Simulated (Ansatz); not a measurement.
Runs of Ansatz 0.2.0 on PbS. It takes space group Cmcm (No. 63, orthorhombic). Conventional cell: a = 4.160 Å, b = 11.983 Å, c = 4.279 Å, α = 90.00°, β = 90.00°, γ = 90.00°. Around Pb (site symmetry m2m) lie 5 S at 2.69 to 2.99 Å. Around S (site symmetry m2m) lie 5 Pb at 2.69 to 2.99 Å. Measurements of this composition are mostly on another form, of space group No. 225.

```tsv
task	level	potentials or basis	spin	cell	cutoff (eV)	points for each segment of the path	gap on the mesh (eV)	pressure (GPa)	V0 of scaled cells (Å³/atom)	relaxed volume (Å³/atom)	B0 (GPa)
relaxation of cell and atoms	SVWN5	Ansatz PAW	off	relaxed	420	-	0.96	0.0	-	24.25	-
equation of state	PBEsol	PseudoDojo PBEsol stringent	off	as given	1197	-	-	-	25.73	-	(a)
equation of state	PBE	JTH PAW	off	as given	1800	-	-	-	27.24	-	51
relaxation of cell and atoms	BLYP	Ansatz PAW	off	relaxed	420	-	(b)	0.0	-	46.67	-
band structure	PBE	Ansatz PAW	SOC, no magnetisation	as given	420	14	1.04	0.9	-	-	-
```

Alike in all rows: k mesh 7 × 7 × 6; smearing fermi-dirac 0.05 eV.

Question: Estimate the missing entries.

Answer: (a) 58; (b) 1.73.

Caveats: odd divisions of the mesh miss points on the zone boundary, where band edges often lie, so the gap on the mesh can be too wide (some runs); the plane-wave basis is chosen anew once the cell has moved, so the energies of steps on either side of that aren't comparable (some runs); spin-orbit coupling is left out, which as a rule narrows the gap of such compounds by several tenths of an eV (some runs); the PAW data sets come from PBE, with cores solved anew for the run's functional, which leaves a small shift of forces and pressure (some runs); the cell was scaled at fixed shape and fractional positions, which overstates the stiffness of a crystal with free parameters, most of all of layers and chains (some runs); the volume moved by over 15 % at a fixed basis, so the end points are rough (some runs); the k mesh misses the band edges, so the gap on the mesh is wider than the one along the path (some runs).

A k mesh can miss the band edges, and rows without SOC leave out spin-orbit coupling on Pb.
